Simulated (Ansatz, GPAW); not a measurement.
HfN: programs and potentials compared

```
Hf N
1.0
     0.00000    2.25600    2.25600
     2.25600    0.00000    2.25600
     2.25600    2.25600    0.00000
Hf N
1 1
Direct
  0.00000 0.00000 0.00000
  0.50000 0.50000 0.50000
```

Alike in all runs: task band structure; functional RPBE; k mesh 10 × 10 × 10; occupations fermi-dirac, width 0.05 eV; no spin polarisation; no spin-orbit coupling. Pressure is positive in compression and, in plane waves, holds the error of the finite cutoff, which Ansatz's Pulay term estimates and takes out.

```csv
program and potentials,plane-wave cutoff (eV),notes,pressure (GPa)
"Ansatz, Ansatz PAW",420,"potentials made for PBE, which Ansatz adapts in part; 15.5 valence electrons an atom on average; Pulay term of +0.46 GPa included",11.29
"GPAW, the program's PAW data sets (release 1.2.1) made for this functional",800,8.5 valence electrons an atom on average,12.00
"Ansatz, all-electron LAPW, scalar-relativistic",-,-,11.31
```

The pressure spans 11.29 (Ansatz, Ansatz PAW) to 12.00 GPa (GPAW, the program's PAW data sets (release 1.2.1) made for this functional), with all-electron results at 11.31. Some sets were made for another functional than the one run, which can shift their rows. The cell lies far from this level's equilibrium.

The functional is the same throughout but for its coding, so the spread measures potentials, basis and numerics; runs on potential files found faulty are left out.

All three calculations put HfN under compression at this cell, so RPBE favours a larger lattice. This fits the functional's known tendency to weaken bonds and expand solids: its stronger gradient enhancement of exchange favours the more inhomogeneous density of stretched bonds. Mixed ionic and covalent Hf 5d–N 2p bonding makes the nitride very stiff, so even a modest mismatch in lattice constant produces a large pressure, and the spread between the programs corresponds to a much smaller relative difference in length.

The Ansatz PAW result, 11.29 GPa, practically coincides with the all-electron 11.31 GPa, while GPAW lies higher at 12.00 GPa. The electron counts suggest that the Hf 4f shell is treated as valence in the former PAW set and frozen in the latter. Missing relaxation of that shell may contribute to the offset, but other differences between the data sets could do the same. Close agreement in pressure at one volume doesn't establish equal accuracy for the bulk modulus or the electronic bands.
